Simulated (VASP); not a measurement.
# TiS2 (P-3m1) in VASP: settings compared, part 2 of 2

VASP 6.6.1. Earlier steps stand in the parts before.

## 5. Relaxation of cell and atoms, PBE

This run uses another cell than the first one, of 19.14 Å³/atom, 1.064 times its volume.

INCAR reads:

```
PREC = Accurate
ENCUT = 300
EDIFF = 1E-6
ISMEAR = 1
SIGMA = 0.1
LREAL = False
LASPH = True
NELM = 80
ALGO = Normal
ISIF = 3
LWAVE = False
LCHARG = False
GGA = PE
IBRION = 2
NSW = 90
EDIFFG = -0.01
```

KPOINTS reads:

```
regular mesh
0
Gamma
  6 6 4
```

POSCAR reads:

```
TiS2
1.0
    3.4120000000      0.0000000000      0.0000000000
   -1.7060000000      2.9548786777      0.0000000000
    0.0000000000      0.0000000000      5.6950000000
Ti S
1 2
Direct
    0.0000000000      0.0000000000      0.0000000000
    0.3333333333      0.6666666667      0.2500000000
    0.6666666667      0.3333333333      0.7500000000
```

Potentials or basis: VASP PAW PBE potentials, release 64 (Ti, S).

Launch:

```console
$ cat potpaw_PBE.64/Ti/POTCAR potpaw_PBE.64/S/POTCAR > POTCAR
$ mpirun -np 1 vasp_std > vasp.out
```

OUTCAR:

```text
PREC = Accurate
   ENCUT = 300
   EDIFF = 1E-6
   ISMEAR = 1
   LREAL = False
   LASPH = True
   NELM = 80
   ISIF = 3
   GGA = PE
   IBRION = 2
   NSW = 90
   EDIFFG = -0.01

 ion  position               nearest neighbor table
   1  0.000  0.000  0.000-   2 2.43   3 2.43   2 2.43   3 2.43   3 2.43   2 2.43
   2  0.333  0.667  0.250-   1 2.43   1 2.43   1 2.43
   3  0.667  0.333  0.750-   1 2.43   1 2.43   1 2.43

  LATTYP: Found a hexagonal cell.
 ALAT       =     3.4120000000
 C/A-ratio  =     1.6691090270

  Lattice vectors:

 A1 = (   3.4120000000,   0.0000000000,   0.0000000000)
 A2 = (  -1.7060000000,   2.9548786777,   0.0000000000)
 A3 = (   0.0000000000,   0.0000000000,   5.6950000000)

Analysis of symmetry for initial positions (statically):
=====================================================================
 Subroutine PRICEL returns:
 Original cell was already a primitive cell.

 Routine SETGRP: Setting up the symmetry group for a
 hexagonal supercell.

 Subroutine GETGRP returns: Found 12 space group operations
 (whereof 12 operations were pure point group operations)
 out of a pool of 24 trial point group operations.

The static configuration has the point symmetry D_3d.

Analysis of symmetry for dynamics (positions and initial velocities):
=====================================================================
 Subroutine PRICEL returns:
 Original cell was already a primitive cell.

 Routine SETGRP: Setting up the symmetry group for a
 hexagonal supercell.

 Subroutine GETGRP returns: Found 12 space group operations
 (whereof 12 operations were pure point group operations)
 out of a pool of 24 trial point group operations.

The dynamic configuration has the point symmetry D_3d.

 Subroutine INISYM returns: Found 12 space group operations
 (whereof 12 operations are pure point group operations),
 and found     1 'primitive' translations

----------------------------------------------------------------------------------------

                                     Primitive cell

  volume of cell :      57.4173

  direct lattice vectors                    reciprocal lattice vectors
     3.412000000  0.000000000  0.000000000     0.293083236  0.169211685  0.000000000
    -1.706000000  2.954878678  0.000000000     0.000000000  0.338423370  0.000000000
     0.000000000  0.000000000  5.695000000     0.000000000  0.000000000  0.175592625

  length of vectors
     3.412000000  3.412000000  5.695000000     0.338423370  0.338423370  0.175592625

  position of ions in fractional coordinates (direct lattice)
     0.000000000  0.000000000  0.000000000
     0.333333333  0.666666667  0.250000000
     0.666666667  0.333333333  0.750000000

  ion indices of the primitive-cell ions
   primitive index   ion index
                 1           1
                 2           2
                 3           3

----------------------------------------------------------------------------------------

 KPOINTS: regular mesh

Automatic generation of k-mesh.
 Grid dimensions read from file:
 generate k-points for:    6    6    4

 Generating k-lattice:

  Cartesian coordinates                     Fractional coordinates (reciprocal lattice)
[... 64 lines left out ...]
   NFREE  =      1    steps in history (QN), initial steepest desc. (CG)
   ISIF   =      3    stress and relaxation
   ISYM   =      2    0-nonsym 1-usesym 2-fastsym
   POTIM  = 0.5000    time-step for ionic-motion
   TEBEG  =    0.0;   TEEND  =   0.0 temperature during run
   PSTRESS=    0.0 pullay stress
   NELECT =      16.0000    total number of electrons
   NUPDOWN=      -1.0000    fix difference up-down
   EMIN   =  10.00;   EMAX   =-10.00  energy-range for DOS
   EFERMI =   0.00;   METHOD = LEGACY
   ISMEAR =     1;   SIGMA  =   0.10  broadening in eV -4-tet -1-fermi 0-gaus
   EFERMI_NEDOS =   21; number of points for ismear=-14 and -15
   IALGO  =     38    algorithm
   IMIX   =      4    mixing-type and parameters
     AMIX     =   0.40;   BMIX     =  1.00
     AMIX_MAG =   1.60;   BMIX_MAG =  1.00
  volume/ion in A,a.u.               =      19.14       129.16
  Fermi-wavevector in a.u.,A,eV,Ry     =   1.069303  2.020689 15.557016  1.143408
  Thomas-Fermi vector in A             =   2.204978
   LORBIT       =      0    0 simple, 1 ext, 2 COOP (PROOUT), +10 PAW based schemes
   GGA     = PE    functional components
   LHFCALC =     F    Hartree Fock is set to
   AEXX    =    0.0000 exact exchange contribution
   IVDW    =     0    specifies the selected vdW correction
   LEPSILON=     F    determine dielectric tensor
   LRPA    =     F    only Hartree local field effects (RPA)
 conjugate gradient relaxation of ions
 non-spin polarized calculation
 Methfessel and Paxton  Order N= 1 SIGMA  =   0.10
  energy-cutoff  :      300.00
  volume of cell :       57.42
 maximum number of plane-waves:       701
 NGX is ok and might be reduce to    20
   NGX =  9   NGY =  9   NGZ = 17

--------------------------------------- Ionic step        1  -------------------------------------------

 number of electron      16.0000012 magnetization

 Free energy of the ion-electron system (eV)
  ---------------------------------------------------
  ext. energy  EPLUGINS =         0.00000000
  ---------------------------------------------------
  free energy    TOTEN  =       -19.71322524 eV

  energy without entropy =      -19.71332278  energy(sigma->0) =      -19.71325775

------------------------ aborting loop because EDIFF is reached ----------------------------------------

  FORCE on cell =-STRESS in cart. coord.  units (eV):
  Direction    XX          YY          ZZ          XY          YZ          ZX
  --------------------------------------------------------------------------------------
  -------------------------------------------------------------------------------------
  Total       -0.2573575     -0.2573575      0.2687576      0.0000000      0.0000000     -0.0000000
  in kB       -7.1813331     -7.1813331      7.4994418      0.0000000      0.0000000     -0.0000000
  external PRESSURE =      -2.2877415 kB  Pullay stress =       0.0000000 kB
[... 92 lines left out ...]
  FREE ENERGIE OF THE ION-ELECTRON SYSTEM (eV)
  ---------------------------------------------------
  free  energy   TOTEN  =       -19.7175839400 eV

  energy  without entropy=      -19.7169435251  energy(sigma->0) =      -19.71737047

 E-fermi :   3.4478     XC(G=0):  -9.6864

 val. band max:        3.4465193954   @ k =   0.5000   0.0000   0.2500
 cond. band min:       3.4536344558   @ k =   0.0000   0.0000   0.5000
 fundamental gap:      0.0071150605
 Fermi energy:         3.4477983840

 k-point     1 :       0.0000    0.0000    0.0000
  band No.  band energies     occupation
      1     -10.2895      2.00000
      2      -8.8700      2.00000
      3      -1.7494      2.00000
      4       0.7115      2.00000
      5       0.7115      2.00000
      6       2.9627      2.00000
      7       3.5402     -0.03071
      8       3.5402     -0.03071
      9       3.8735     -0.00000
     10       3.8735     -0.00000
     11       4.2281     -0.00000
     12       6.9044      0.00000
[... 331 lines left out ...]
 k-point    24 :       0.3333    0.3333    0.5000
  band No.  band energies     occupation
      1      -8.4552      2.00000
      2      -8.4552      2.00000
      3      -0.8809      2.00000
      4      -0.8809      2.00000
      5      -0.5064      2.00000
      6       0.5031      2.00000
      7       1.0824      2.00000
      8       1.0824      2.00000
      9       4.6082     -0.00000
     10       4.8820     -0.00000
     11       4.8820     -0.00000
     12       6.8893      0.00000

[... ionic steps 4 to 26 ...]

--------------------------------------- Ionic step       27  -------------------------------------------

 number of electron      15.9999992 magnetization

------------------------ aborting loop because EDIFF is reached ----------------------------------------
[... 69 lines left out ...]
--------------------------------------- Ionic step       29  -------------------------------------------

 number of electron      15.9999994 magnetization

 Free energy of the ion-electron system (eV)
  ---------------------------------------------------
  ext. energy  EPLUGINS =         0.00000000
  ---------------------------------------------------
  free energy    TOTEN  =       -19.73302886 eV

  energy without entropy =      -19.73189904  energy(sigma->0) =      -19.73265226

 E-fermi :   3.3758     XC(G=0):  -9.6413

 val. band max:        3.3749321114   @ k =   0.0000   0.0000   0.5000
 cond. band min:       3.3785753818   @ k =   0.5000   0.0000   0.2500
 fundamental gap:      0.0036432704
 Fermi energy:         3.3758372600

 k-point     1 :       0.0000    0.0000    0.0000
  band No.  band energies     occupation
      1     -10.3383      2.00000
      2      -8.9311      2.00000
      3      -1.7844      2.00000
      4       0.6308      2.00000
      5       0.6308      2.00000
      6       2.8741      2.00000
      7       3.4560      0.01910
      8       3.4560      0.01909
      9       3.7916     -0.00000
     10       3.7916     -0.00000
     11       4.1628     -0.00000
     12       6.8284      0.00000
[... 373 lines left out ...]
  FREE ENERGIE OF THE ION-ELECTRON SYSTEM (eV)
  ---------------------------------------------------
  free  energy   TOTEN  =       -19.7330288639 eV

  energy  without entropy=      -19.7318990413  energy(sigma->0) =      -19.73265226

 reached required accuracy - stopping structural energy minimisation
```

OSZICAR:

```text
N       E                     dE             d eps       ncg     rms          rms(c)
DAV:   1     0.793416259201E+02    0.79342E+02   -0.48801E+03   576   0.761E+02
DAV:   2    -0.134015789862E+02   -0.92743E+02   -0.87404E+02   732   0.189E+02
DAV:   3    -0.233887326097E+02   -0.99872E+01   -0.94326E+01   804   0.663E+01
[... 232 lines left out ...]
DAV:   1    -0.197330441860E+02   -0.15836E-04   -0.28592E-03   576   0.322E-01    0.400E-02
DAV:   2    -0.197330479813E+02   -0.37953E-05   -0.21590E-04   856   0.133E-01    0.325E-02
DAV:   3    -0.197330327131E+02    0.15268E-04   -0.60609E-05   780   0.912E-02    0.209E-02
DAV:   4    -0.197330297195E+02    0.29936E-05   -0.57538E-06   676   0.224E-02    0.901E-03
DAV:   5    -0.197330288639E+02    0.85560E-06   -0.42001E-06   584   0.139E-02
  29 F= -.19733029E+02 E0= -.19732652E+02  d E =-.190784E-03
```

Wall time 2.5 min (1 thread of AMD EPYC 7R43 (Zen 3), shared host); peak memory 0.11 GiB.

What came out:

- Free energy: -19.7330 eV
- Relaxed volume: 20.10 Å³/atom
- Relaxed cell: a = 3.388 Å, b = 3.388 Å, c = 6.065 Å, α = 90.00°, β = 90.00°, γ = 120.00°
- Space group after relaxing (to 0.05 Å): P-3m1 (No. 164)
- Energy gained by relaxing: 6.6 meV/atom
- Ionic steps: 29
- Pressure after relaxing: 0.0 GPa
- Largest force after relaxing: 0.005 eV/Å
- Band gap on the k mesh: none (metal or under the smearing width)

Forces on the atoms (eV/Å):
```
Ti   0.000  0.000  0.000
S    0.000  0.000 -0.005
S    0.000  0.000  0.005
```

Step by step:
| step | energy change (eV) | largest force (eV/Å) | pressure (GPa) | volume (Å³) |
| --- | --- | --- | --- | --- |
| 1 | 0.0000 | 0.1223 | -0.23 | 57.42 |
| 2 | -0.0035 | 0.0385 | 0.56 | 57.19 |
| 3 | -0.0044 | 0.0352 | 1.22 | 57.00 |
| 4 | -0.0059 | 0.0209 | 1.11 | 57.11 |
| 5 | -0.0097 | 0.0254 | 0.85 | 57.43 |
| 6 | -0.0125 | 0.1251 | 0.38 | 58.07 |
| 7 | -0.0139 | 0.1255 | 0.21 | 58.30 |
| 8 | -0.0165 | 0.1308 | -0.26 | 59.01 |
| 9 | -0.0163 | 0.1486 | -1.13 | 60.43 |
| 10 | -0.0173 | 0.1365 | -0.70 | 59.69 |
| 11 | -0.0184 | 0.0772 | -0.39 | 59.72 |
| 12 | -0.0189 | 0.0190 | -0.09 | 59.74 |
| 13 | -0.0189 | 0.0004 | 0.01 | 59.75 |
| 14 | -0.0190 | 0.0001 | 0.02 | 59.76 |
| 15 | -0.0192 | 0.0003 | 0.06 | 59.77 |
| 16 | -0.0195 | 0.0002 | 0.13 | 59.81 |
| 17 | -0.0193 | 0.0034 | 0.28 | 59.87 |
| 18 | -0.0195 | 0.0002 | 0.18 | 59.83 |
| 19 | -0.0196 | 0.0308 | -0.03 | 59.99 |
| 20 | -0.0196 | 0.0278 | -0.04 | 59.97 |
| 21 | -0.0196 | 0.0235 | 0.02 | 59.95 |
| 22 | -0.0196 | 0.0244 | 0.03 | 59.96 |
| 23 | -0.0196 | 0.0266 | 0.01 | 59.97 |
| 24 | -0.0196 | 0.0275 | 0.01 | 59.97 |
| 25 | -0.0197 | 0.0238 | -0.01 | 60.02 |
| 26 | -0.0198 | 0.0138 | -0.02 | 60.18 |
| 27 | -0.0198 | 0.0068 | -0.06 | 60.49 |
| 28 | -0.0198 | 0.0022 | -0.05 | 60.34 |
| 29 | -0.0198 | 0.0049 | -0.04 | 60.30 |

Final structure:
```cif
data_structure
_symmetry_space_group_name_H-M 'P 1'
_symmetry_Int_Tables_number 1
_cell_length_a 3.3882
_cell_length_b 3.3882
_cell_length_c 6.0649
_cell_angle_alpha 90.000
_cell_angle_beta 90.000
_cell_angle_gamma 120.000
_cell_volume 60.30
loop_
_atom_site_label
_atom_site_type_symbol
_atom_site_fract_x
_atom_site_fract_y
_atom_site_fract_z
_atom_site_occupancy
Ti1 Ti 0.00000 0.00000 0.00000 1
S1 S 0.33333 0.66667 0.23630 1
S2 S 0.66667 0.33333 0.76370 1
```

Caveat: the cutoff is under 1.25 times the usual one of these potentials, so pressure, stress and relaxed cells hold a basis-set (Pulay) error; this functional lacks dispersion, which binds the layers, so the pressure and a relaxed spacing across them are unreliable. PBE usually gives volumes a little too large and moduli too small.

## 6. Relaxation of cell and atoms, PBE

This run uses another cell than the first one, of 20.10 Å³/atom, 1.118 times its volume.

Changes to INCAR since step 5:

```diff
@@ -2,3 +2,3 @@
 ENCUT = 300
-EDIFF = 1E-6
+EDIFF = 1E-7
 ISMEAR = 1
@@ -15,2 +15,2 @@
 NSW = 90
-EDIFFG = -0.01
+EDIFFG = -0.005
```

KPOINTS is that of step 5.

POSCAR reads:

```
TiS2                                    
1.0
    3.3881637173     -0.0000000000      0.0000000000
   -1.6940818586      2.9342358513      0.0000000000
   -0.0000000000      0.0000000000      6.0648801583
  Ti              S             
     1     2
Direct
     0.0000000000000000    0.0000000000000000    0.0000000000000000
     0.3333333332999970    0.6666666667000030    0.2362972499051771
     0.6666666667000030    0.3333333332999970    0.7637027500948230
```

Potentials or basis: VASP PAW PBE potentials, release 64 (Ti, S).

Launch:

```console
$ cat potpaw_PBE.64/Ti/POTCAR potpaw_PBE.64/S/POTCAR > POTCAR
$ mpirun -np 1 vasp_std > vasp.out
```

Run time: 1.7 min. Hardware: 1 thread of AMD EPYC 7R43 (Zen 3), shared host; peak memory 0.11 GiB.

It converged, with:

- Free energy: -19.7422 eV
- Relaxed volume: 20.49 Å³/atom
- Relaxed cell: a = 3.383 Å, b = 3.383 Å, c = 6.201 Å, α = 90.00°, β = 90.00°, γ = 120.00°
- Space group after relaxing (to 0.05 Å): P-3m1 (No. 164)
- Energy gained by relaxing: 0.4 meV/atom
- Ionic steps: 13
- Pressure after relaxing: 0.0 GPa
- Band gap on the k mesh: none (metal or under the smearing width)

Forces on the atoms (eV/Å):
```
Ti   0.000  0.000  0.000
S    0.000  0.000 -0.002
S    0.000  0.000  0.002
```

Step by step:
```csv
step,energy change (eV),largest force (eV/Å),pressure (GPa),volume (Å³)
1,0.0000,0.0013,0.09,60.30
2,-0.0002,0.0290,-0.07,60.39
3,-0.0002,0.0554,-0.22,60.48
4,-0.0002,0.0448,-0.16,60.45
5,-0.0003,0.0424,-0.12,60.44
6,-0.0005,0.0365,-0.02,60.44
7,-0.0005,0.0247,0.17,60.42
8,-0.0005,0.0289,0.10,60.43
9,-0.0006,0.0277,0.09,60.48
10,-0.0008,0.0235,0.07,60.64
11,-0.0012,0.0156,0.03,60.97
12,-0.0013,0.0015,-0.03,61.61
13,-0.0013,0.0023,-0.02,61.47
```

Final structure:
```
CELL_PARAMETERS angstrom
3.38329 0.00000 0.00000
-1.69164 2.93001 0.00000
0.00000 0.00000 6.20054
ATOMIC_POSITIONS crystal
Ti 0.00000 0.00000 0.00000
S 0.33333 0.66667 0.23176
S 0.66667 0.33333 0.76823
```

Levels at points of the mesh, in eV from the Fermi level:
```tsv
k point	band 4	band 5	band 6	band 7	band 8	band 9	band 10	band 11	band 12
(0.00, 0.00, 0.00)	-2.72	-2.72	-0.64	0.08	0.08	0.42	0.42	0.78	3.47
(0.50, 0.00, 0.00)	-3.97	-2.95	-2.70	-2.37	-1.43	0.07	1.46	1.88	3.62
(0.00, 0.00, 0.50)	-2.71	-2.71	-2.21	0.02	0.02	0.42	0.42	1.27	3.58
(0.50, 0.00, 0.50)	-4.31	-2.93	-2.76	-1.64	-1.30	-0.12	1.46	1.86	3.41
```

Caveat: the cutoff is under 1.25 times the usual one of these potentials, so pressure, stress and relaxed cells hold a basis-set (Pulay) error; this functional lacks dispersion, which binds the layers, so the pressure and a relaxed spacing across them are unreliable. PBE usually gives volumes a little too large and moduli too small.
